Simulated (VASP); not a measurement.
# NaCl (Fm-3m) in VASP: settings compared

One crystal, NaCl, is run at these levels: HSE06, HSE03, PBE0, r2SCAN-EpsX, PBE; tasks: band structure, evGW0 quasiparticle levels.

Program: VASP 6.6.1. These are calculated values, not measurements. Logs are shortened: lines on timing, memory, paths and dates and some standing lists are left out, and cuts for length are marked.

## 1. The structure

The structure is cubic, space group Fm-3m (No. 225). The conventional cell has a = 5.588 Å, b = 5.588 Å, c = 5.588 Å, α = 90.00°, β = 90.00°, γ = 90.00°. Cl (site symmetry m-3m) is surrounded by 6 Na at 2.79 Å. Na (site symmetry m-3m) has 6 Cl at 2.79 Å as nearest neighbours.

The cell is a database's computed one.

## 2. Band structure, HSE06

POSCAR

```
NaCl
1.0
    0.0000000000      2.7940632177      2.7940632177
    2.7940632177      0.0000000000      2.7940632177
    2.7940632177      2.7940632177      0.0000000000
Cl Na
1 1
Direct
    0.5000000000      0.5000000000      0.5000000000
    0.0000000000      0.0000000000      0.0000000000
```

INCAR.step1

```
PREC     = Accurate       # precision mode
ENCUT    = 520            # plane-wave cutoff, eV
EDIFF    = 1E-5           # SCF threshold, eV
ISMEAR   = 0              # smearing method
SIGMA    = 0.02           # smearing width, eV
LREAL    = False          # projectors in reciprocal space
LASPH    = True           # aspherical terms in the spheres
NELM     = 60             # most SCF steps
ALGO     = Normal         # electronic algorithm
ISIF     = 2              # what is computed and relaxed
LWAVE    = True           # write WAVECAR
LCHARG   = False          # write CHGCAR
NBANDS   = 14             # bands
GGA      = PE             # functional
KPAR     = 4
```

INCAR.step2

```
PREC     = Accurate       # precision mode
ENCUT    = 520            # plane-wave cutoff, eV
EDIFF    = 1E-6           # SCF threshold, eV
ISMEAR   = 0              # smearing method
SIGMA    = 0.02           # smearing width, eV
LREAL    = False          # projectors in reciprocal space
LASPH    = True           # aspherical terms in the spheres
NELM     = 60             # most SCF steps
ALGO     = Normal         # electronic algorithm
ISIF     = 2              # what is computed and relaxed
LWAVE    = False          # write WAVECAR
LCHARG   = False          # write CHGCAR
GGA      = PE             # functional
LHFCALC  = True           # exact exchange
HFSCREEN = 0.2            # screening, 1/A
PRECFOCK = Fast         
NBANDS   = 14             # bands
ISTART   = 1            
KPAR     = 4
```

KPOINTS

```
Automatic mesh
0
Gamma
  6 6 6
```

KPOINTS_OPT

```
path GXWKGLUWLK,UX
12
line-mode
reciprocal
 0.0000000000  0.0000000000  0.0000000000  G
 0.5000000000  0.0000000000  0.5000000000  X

 0.5000000000  0.0000000000  0.5000000000  X
 0.5000000000  0.2500000000  0.7500000000  W

 0.5000000000  0.2500000000  0.7500000000  W
 0.3750000000  0.3750000000  0.7500000000  K

 0.3750000000  0.3750000000  0.7500000000  K
 0.0000000000  0.0000000000  0.0000000000  G

 0.0000000000  0.0000000000  0.0000000000  G
 0.5000000000  0.5000000000  0.5000000000  L

 0.5000000000  0.5000000000  0.5000000000  L
 0.6250000000  0.2500000000  0.6250000000  U

 0.6250000000  0.2500000000  0.6250000000  U
 0.5000000000  0.2500000000  0.7500000000  W

 0.5000000000  0.2500000000  0.7500000000  W
 0.5000000000  0.5000000000  0.5000000000  L

 0.5000000000  0.5000000000  0.5000000000  L
 0.3750000000  0.3750000000  0.7500000000  K

 0.6250000000  0.2500000000  0.6250000000  U
 0.5000000000  0.0000000000  0.5000000000  X
```

Potentials or basis: VASP PAW PBE potentials, release 64 (Cl, Na_pv).

Command:

```bash
$ cat potpaw_PBE.64/Cl/POTCAR potpaw_PBE.64/Na_pv/POTCAR > POTCAR
$ cp INCAR.step1 INCAR
$ mpirun -np 4 vasp_std > vasp.out
$ cp INCAR.step2 INCAR
$ mpirun -np 4 vasp_std > vasp.out
```

OUTCAR:

```text
PREC = Accurate
   ENCUT = 520
   EDIFF = 1E-6
   ISMEAR = 0
   LREAL = False
   LASPH = True
   NELM = 60
   ISIF = 2
   GGA = PE
   LHFCALC = True
   HFSCREEN = 0.2
   PRECFOCK = Fast
   ISTART = 1

 ion  position               nearest neighbor table
   1  0.500  0.500  0.500-
   2  0.000  0.000  0.000-

  LATTYP: Found a face centered cubic cell.
 ALAT       =     5.5881264354

  Lattice vectors:

 A1 = (   0.0000000000,   2.7940632177,   2.7940632177)
 A2 = (   2.7940632177,   0.0000000000,   2.7940632177)
 A3 = (   2.7940632177,   2.7940632177,   0.0000000000)

Analysis of symmetry for initial positions (statically):
=====================================================================
 Subroutine PRICEL returns:
 Original cell was already a primitive cell.

 Routine SETGRP: Setting up the symmetry group for a
 face centered cubic supercell.

 Subroutine GETGRP returns: Found 48 space group operations
 (whereof 48 operations were pure point group operations)
 out of a pool of 48 trial point group operations.

The static configuration has the point symmetry O_h .

Analysis of symmetry for dynamics (positions and initial velocities):
=====================================================================
 Subroutine PRICEL returns:
 Original cell was already a primitive cell.

 Routine SETGRP: Setting up the symmetry group for a
 face centered cubic supercell.

 Subroutine GETGRP returns: Found 48 space group operations
 (whereof 48 operations were pure point group operations)
 out of a pool of 48 trial point group operations.

The dynamic configuration has the point symmetry O_h .

 Subroutine INISYM returns: Found 48 space group operations
 (whereof 48 operations are pure point group operations),
 and found     1 'primitive' translations

----------------------------------------------------------------------------------------

                                     Primitive cell

  volume of cell :      43.6253

  direct lattice vectors                    reciprocal lattice vectors
     0.000000000  2.794063218  2.794063218    -0.178950854  0.178950854  0.178950854
     2.794063218  0.000000000  2.794063218     0.178950854 -0.178950854  0.178950854
     2.794063218  2.794063218  0.000000000     0.178950854  0.178950854 -0.178950854

  length of vectors
     3.951402097  3.951402097  3.951402097     0.309951972  0.309951972  0.309951972

  position of ions in fractional coordinates (direct lattice)
     0.500000000  0.500000000  0.500000000
     0.000000000  0.000000000  0.000000000

  ion indices of the primitive-cell ions
   primitive index   ion index
                 1           1
                 2           2

----------------------------------------------------------------------------------------

 KPOINTS: Automatic mesh

Automatic generation of k-mesh.
 Grid dimensions read from file:
 generate k-points for:    6    6    6

 Generating k-lattice:

  Cartesian coordinates                     Fractional coordinates (reciprocal lattice)
    -0.029825142  0.029825142  0.029825142     0.166666667  0.000000000  0.000000000
     0.029825142 -0.029825142  0.029825142     0.000000000  0.166666667  0.000000000
     0.029825142  0.029825142 -0.029825142     0.000000000  0.000000000  0.166666667

  Length of vectors
     0.051658662  0.051658662  0.051658662

  Shift w.r.t. Gamma in fractional coordinates (k-lattice)
     0.000000000  0.000000000  0.000000000

 Subroutine IBZKPT returns following result:
 ===========================================

 Found     16 irreducible k-points:

 Following reciprocal coordinates:
            Coordinates               Weight
  0.000000  0.000000  0.000000      1.000000
  0.166667  0.000000  0.000000      8.000000
  0.333333  0.000000  0.000000      8.000000
  0.500000  0.000000  0.000000      4.000000
  0.166667  0.166667  0.000000      6.000000
  0.333333  0.166667  0.000000     24.000000
[... 8 lines left out ...]
 -0.333333  0.333333  0.166667     24.000000
 -0.333333  0.500000  0.166667     12.000000
   k-points           NKPTS =     16   k-points in BZ     NKDIM =    216   number of bands    NBANDS=     14
   number of dos      NEDOS =    301   number of ions     NIONS =      2
   total plane-waves  NPLWV =  27000
   dimension x,y,z NGX =    30 NGY =   30 NGZ =   30
   dimension x,y,z NGXF=    60 NGYF=   60 NGZF=   60
   ions per type =               1   1
   NGX,Y,Z   is equivalent  to a cutoff of  12.62, 12.62, 12.62 a.u.
   NGXF,Y,Z  is equivalent  to a cutoff of  25.24, 25.24, 25.24 a.u.
 SYSTEM =  unknown system
   PREC   = accura    normal or accurate (medium, high low for compatibility)
   ISTART =      1    job   : 0-new  1-cont  2-samecut
   ICHARG =      0    charge: 1-file 2-atom 10-const
   ISPIN  =      1    spin polarized calculation?
   LNONCOLLINEAR =      F non collinear calculations
   LSORBIT =      F    spin-orbit coupling
   LASPH  =      T    aspherical Exc in radial PAW
   ENCUT  =  520.0 eV  38.22 Ry    6.18 a.u.   7.35  7.35  7.35*2*pi/ulx,y,z
   NELM   =     60;   NELMIN=  2; NELMDL=  0     # of ELM steps
   EDIFF  = 0.1E-05   stopping-criterion for ELM
   LREAL  =      F    real-space projection
   EDIFFG = 0.1E-04   stopping-criterion for IOM
   NSW    =      0    number of steps for IOM
   IBRION =     -1    ionic relax: 0-MD 1-quasi-New 2-CG
   NFREE  =      0    steps in history (QN), initial steepest desc. (CG)
   ISIF   =      2    stress and relaxation
   ISYM   =      3    0-nonsym 1-usesym 2-fastsym
   POTIM  = 0.5000    time-step for ionic-motion
   TEBEG  =    0.0;   TEEND  =   0.0 temperature during run
   PSTRESS=    0.0 pullay stress
   NELECT =      14.0000    total number of electrons
   NUPDOWN=      -1.0000    fix difference up-down
   EMIN   =  10.00;   EMAX   =-10.00  energy-range for DOS
   EFERMI =   0.00;   METHOD = LEGACY
   ISMEAR =     0;   SIGMA  =   0.02  broadening in eV -4-tet -1-fermi 0-gaus
   EFERMI_NEDOS =   21; number of points for ismear=-14 and -15
   IALGO  =     38    algorithm
   IMIX   =      1    mixing-type and parameters
     AMIX     =   0.40;   BMIX     =  1.00
     AMIX_MAG =   1.60;   BMIX_MAG =  1.00
  volume/ion in A,a.u.               =      21.81       147.20
  Fermi-wavevector in a.u.,A,eV,Ry     =   1.120825  2.118053 17.092312  1.256249
  Thomas-Fermi vector in A             =   2.257475
   LORBIT       =      0    0 simple, 1 ext, 2 COOP (PROOUT), +10 PAW based schemes
   GGA     = PE    functional components
   LHFCALC =     T    Hartree Fock is set to
   PRECFOCK=fast      Normal, Fast or Accurate (Low or Medium for compatibility)
   ENCUT4O =  -1.0   cutoff for four orbital integrals eV
   NKREDX  =     1    reduce k-point grid by
   NKREDY  =     1    reduce k-point grid by
   NKREDZ  =     1    reduce k-point grid by
   AEXX    =    0.2500 exact exchange contribution
   HFSCREEN=    0.2000 screening length (either q_TF or 0.3 A-1)
   HFSCREENC=   0.2000 screening length for correlation (either q_TF or 0.3 A-1)
   ENCUTFOCK=  -1.0 apply spherical cutoff to Coloumb kernel
   IVDW    =     0    specifies the selected vdW correction
   LEPSILON=     F    determine dielectric tensor
   LRPA    =     F    only Hartree local field effects (RPA)
 non-spin polarized calculation
 Gauss-broadening in eV      SIGMA  =   0.02
  energy-cutoff  :      520.00
  volume of cell :       43.63
 maximum number of plane-waves:      1211
 NGX is ok and might be reduce to    30
  NGX = 18; NGY = 18; NGZ = 18

 number of electron      14.0000007 magnetization

 Free energy of the ion-electron system (eV)
  ---------------------------------------------------
  ext. energy  EPLUGINS =         0.00000000
  ---------------------------------------------------
  free energy    TOTEN  =        -7.89019778 eV

  energy without entropy =       -7.89019778  energy(sigma->0) =       -7.89019778

 E-fermi :  -1.4885     XC(G=0):  -6.8796

 val. band max:       -1.5771461062   @ k =   0.0000   0.0000   0.0000
 cond. band min:       5.0359891974   @ k =   0.0000   0.0000   0.0000
 fundamental gap:      6.6131353036
 Fermi energy:        -1.4884515465

 k-point     1 :       0.0000    0.0000    0.0000
  band No.  band energies     occupation
      1     -24.4079      2.00000
      2     -24.4079      2.00000
      3     -24.4079      2.00000
      4     -15.4991      2.00000
      5      -1.5771      2.00000
      6      -1.5771      2.00000
      7      -1.5771      2.00000
      8       5.0360      0.00000
      9      11.1008      0.00000
     10      11.1008      0.00000
     11      11.1008      0.00000
     12      13.4661      0.00000
     13      13.4661      0.00000
     14      14.8329      0.00000

 k-point     2 :       0.1667    0.0000    0.0000
  band No.  band energies     occupation
      1     -24.4159      2.00000
      2     -24.4084      2.00000
      3     -24.4084      2.00000
      4     -15.4051      2.00000
      5      -2.2239      2.00000
      6      -1.6557      2.00000
      7      -1.6557      2.00000
      8       5.8804      0.00000
      9      10.2704      0.00000
     10      11.4144      0.00000
     11      11.4144      0.00000
     12      13.1294      0.00000
     13      13.1294      0.00000
     14      16.1523      0.00000

 k-point     3 :       0.3333    0.0000    0.0000
  band No.  band energies     occupation
      1     -24.4315      2.00000
      2     -24.4092      2.00000
      3     -24.4092      2.00000
      4     -15.2082      2.00000
      5      -3.2640      2.00000
      6      -1.8059      2.00000
      7      -1.8059      2.00000
      8       6.9731      0.00000
      9      10.1866      0.00000
     10      11.2574      0.00000
     11      11.2575      0.00000
     12      14.2652      0.00000
     13      14.2652      0.00000
     14      15.5096      0.00000
[... 188 lines left out ...]
 k-point    15 :      -0.3333    0.3333    0.1667
  band No.  band energies     occupation
      1     -24.4291      2.00000
      2     -24.4195      2.00000
      3     -24.4141      2.00000
      4     -15.0470      2.00000
      5      -3.2125      2.00000
      6      -2.6768      2.00000
      7      -2.1739      2.00000
      8       8.8614      0.00000
      9       9.2377      0.00000
     10       9.9991      0.00000
     11      12.0406      0.00000
     12      14.4807      0.00000
     13      16.0236      0.00000
     14      17.1159      0.00000

 k-point    16 :      -0.3333    0.5000    0.1667
  band No.  band energies     occupation
      1     -24.4259      2.00000
      2     -24.4196      2.00000
      3     -24.4180      2.00000
      4     -15.0321      2.00000
      5      -3.1851      2.00000
      6      -2.5989      2.00000
      7      -2.3733      2.00000
      8       8.4322      0.00000
      9       8.7528      0.00000
     10      10.5974      0.00000
     11      12.2898      0.00000
     12      15.5998      0.00000
     13      16.7018      0.00000
     14      16.7342      0.00000

------------------------ aborting loop because EDIFF is reached ----------------------------------------

  FORCE on cell =-STRESS in cart. coord.  units (eV):
  Direction    XX          YY          ZZ          XY          YZ          ZX
  --------------------------------------------------------------------------------------
  -------------------------------------------------------------------------------------
  Total        0.2637697      0.2637697      0.2637697     -0.0000000      0.0000000      0.0000000
  in kB        9.6871666      9.6871666      9.6871666     -0.0000000      0.0000000      0.0000000
  external PRESSURE =       9.6871666 kB  Pullay stress =       0.0000000 kB

 VOLUME and BASIS-vectors are now :
 -----------------------------------------------------------------------------
  energy-cutoff  :      520.00
  volume of cell :       43.63
      direct lattice vectors                 reciprocal lattice vectors
     0.000000000  2.794063218  2.794063218    -0.178950854  0.178950854  0.178950854
     2.794063218  0.000000000  2.794063218     0.178950854 -0.178950854  0.178950854
     2.794063218  2.794063218  0.000000000     0.178950854  0.178950854 -0.178950854

 POSITION                                       TOTAL-FORCE (eV/Angst)
 -----------------------------------------------------------------------------------
      2.79406      2.79406      2.79406         0.000000      0.000000      0.000000
      0.00000      0.00000      0.00000        -0.000000     -0.000000     -0.000000
 -----------------------------------------------------------------------------------
    total drift:                               -0.000001     -0.000001     -0.000001

  FREE ENERGIE OF THE ION-ELECTRON SYSTEM (eV)
  ---------------------------------------------------
  free  energy   TOTEN  =        -7.8901977807 eV

  energy  without entropy=       -7.8901977807  energy(sigma->0) =       -7.89019778
```

It took 16 min on 4 MPI ranks of AMD EPYC 9R45 (Zen 5), shared host; peak memory 0.31 GiB.

Results:

- Free energy: -7.8902 eV
- Pressure: 1.0 GPa
- Band gap on the k mesh: 6.61 eV, direct
- Band gap along the path: 6.61 eV, direct

Levels at the corners of the path, in eV from the valence-band top:
```tsv
point	band 3	band 4	band 5	band 6	band 7	band 8	band 9	band 10	band 11	band 12
Γ	-22.83	-13.92	0.00	0.00	0.00	6.61	12.68	12.68	12.68	15.04
X	-22.84	-13.47	-1.86	-0.67	-0.67	9.10	9.41	13.13	16.77	16.77
X	-22.84	-13.47	-1.86	-0.67	-0.67	9.10	9.41	13.13	16.77	16.77
W	-22.84	-13.45	-1.33	-1.33	-0.84	10.49	11.25	11.25	13.10	17.68
W	-22.84	-13.45	-1.33	-1.33	-0.84	10.49	11.25	11.25	13.10	17.68
K	-22.84	-13.46	-1.58	-1.24	-0.56	9.74	10.61	12.24	14.60	15.43
K	-22.84	-13.46	-1.58	-1.24	-0.56	9.74	10.61	12.24	14.60	15.43
Γ	-22.83	-13.92	0.00	0.00	0.00	6.61	12.68	12.68	12.68	15.04
Γ	-22.83	-13.92	0.00	0.00	0.00	6.61	12.68	12.68	12.68	15.04
L	-22.83	-13.53	-2.14	-0.30	-0.30	8.70	12.51	12.60	12.60	16.78
L	-22.83	-13.53	-2.14	-0.30	-0.30	8.70	12.51	12.60	12.60	16.78
U	-22.84	-13.46	-1.58	-1.24	-0.56	9.74	10.61	12.24	14.60	15.43
U	-22.84	-13.46	-1.58	-1.24	-0.56	9.74	10.61	12.24	14.60	15.43
W	-22.84	-13.45	-1.33	-1.33	-0.84	10.49	11.25	11.25	13.10	17.68
W	-22.84	-13.45	-1.33	-1.33	-0.84	10.49	11.25	11.25	13.10	17.68
L	-22.83	-13.53	-2.14	-0.30	-0.30	8.70	12.51	12.60	12.60	16.78
L	-22.83	-13.53	-2.14	-0.30	-0.30	8.70	12.51	12.60	12.60	16.78
K	-22.84	-13.46	-1.58	-1.24	-0.56	9.74	10.61	12.24	14.60	15.43
U	-22.84	-13.46	-1.58	-1.24	-0.56	9.74	10.61	12.24	14.60	15.43
X	-22.84	-13.47	-1.86	-0.67	-0.67	9.10	9.41	13.13	16.77	16.77
```

Caveat: the PAW data sets were made with another functional, which shifts forces and pressure a little.

## 3. Band structure, HSE03

POSCAR is that of step 2.

INCAR.step1 is that of step 2.

INCAR.step2: that of step 2 with these lines changed.

```diff
@@ -14,3 +14,3 @@
 LHFCALC  = True           # exact exchange
-HFSCREEN = 0.2            # screening, 1/A
+HFSCREEN = 0.3            # screening, 1/A
 PRECFOCK = Fast
```

KPOINTS is that of step 2.

KPOINTS_OPT is that of step 2.

Potentials or basis: VASP PAW PBE potentials, release 64 (Cl, Na_pv).

Command:

```bash
$ cat potpaw_PBE.64/Cl/POTCAR potpaw_PBE.64/Na_pv/POTCAR > POTCAR
$ cp INCAR.step1 INCAR
$ mpirun -np 4 vasp_std > vasp.out
$ cp INCAR.step2 INCAR
$ mpirun -np 4 vasp_std > vasp.out
```

It took 15 min on 4 MPI ranks of AMD EPYC 9R45 (Zen 5), shared host; peak memory 0.32 GiB.

The run converged. Its results:

- Free energy: -7.6944 eV
- Pressure: 1.0 GPa
- Band gap on the k mesh: 6.35 eV, direct
- Band gap along the path: 6.35 eV, direct

Levels at the corners of the path, in eV from the valence-band top:
| point | band 3 | band 4 | band 5 | band 6 | band 7 | band 8 | band 9 | band 10 | band 11 | band 12 |
| --- | --- | --- | --- | --- | --- | --- | --- | --- | --- | --- |
| Γ | -22.79 | -13.87 | 0.00 | 0.00 | 0.00 | 6.35 | 12.38 | 12.38 | 12.38 | 14.73 |
| X | -22.80 | -13.42 | -1.83 | -0.66 | -0.66 | 8.81 | 9.14 | 12.83 | 16.46 | 16.46 |
| X | -22.80 | -13.42 | -1.83 | -0.66 | -0.66 | 8.81 | 9.14 | 12.83 | 16.46 | 16.46 |
| W | -22.80 | -13.40 | -1.31 | -1.31 | -0.82 | 10.19 | 10.96 | 10.96 | 12.80 | 17.37 |
| W | -22.80 | -13.40 | -1.31 | -1.31 | -0.82 | 10.19 | 10.96 | 10.96 | 12.80 | 17.37 |
| K | -22.80 | -13.41 | -1.55 | -1.22 | -0.55 | 9.46 | 10.32 | 11.94 | 14.29 | 15.12 |
| K | -22.80 | -13.41 | -1.55 | -1.22 | -0.55 | 9.46 | 10.32 | 11.94 | 14.29 | 15.12 |
| Γ | -22.79 | -13.87 | 0.00 | 0.00 | 0.00 | 6.35 | 12.38 | 12.38 | 12.38 | 14.73 |
| Γ | -22.79 | -13.87 | 0.00 | 0.00 | 0.00 | 6.35 | 12.38 | 12.38 | 12.38 | 14.73 |
| L | -22.79 | -13.48 | -2.10 | -0.30 | -0.30 | 8.43 | 12.20 | 12.30 | 12.30 | 16.49 |
| L | -22.79 | -13.48 | -2.10 | -0.30 | -0.30 | 8.43 | 12.20 | 12.30 | 12.30 | 16.49 |
| U | -22.80 | -13.41 | -1.55 | -1.22 | -0.55 | 9.46 | 10.32 | 11.94 | 14.29 | 15.12 |
| U | -22.80 | -13.41 | -1.55 | -1.22 | -0.55 | 9.46 | 10.32 | 11.94 | 14.29 | 15.12 |
| W | -22.80 | -13.40 | -1.31 | -1.31 | -0.82 | 10.19 | 10.96 | 10.96 | 12.80 | 17.37 |
| W | -22.80 | -13.40 | -1.31 | -1.31 | -0.82 | 10.19 | 10.96 | 10.96 | 12.80 | 17.37 |
| L | -22.79 | -13.48 | -2.10 | -0.30 | -0.30 | 8.43 | 12.20 | 12.30 | 12.30 | 16.49 |
| L | -22.79 | -13.48 | -2.10 | -0.30 | -0.30 | 8.43 | 12.20 | 12.30 | 12.30 | 16.49 |
| K | -22.80 | -13.41 | -1.55 | -1.22 | -0.55 | 9.46 | 10.32 | 11.94 | 14.29 | 15.12 |
| U | -22.80 | -13.41 | -1.55 | -1.22 | -0.55 | 9.46 | 10.32 | 11.94 | 14.29 | 15.12 |
| X | -22.80 | -13.42 | -1.83 | -0.66 | -0.66 | 8.81 | 9.14 | 12.83 | 16.46 | 16.46 |

Caveat: the PAW data sets were made with another functional, which shifts forces and pressure a little.

[end of part 1 of 3]
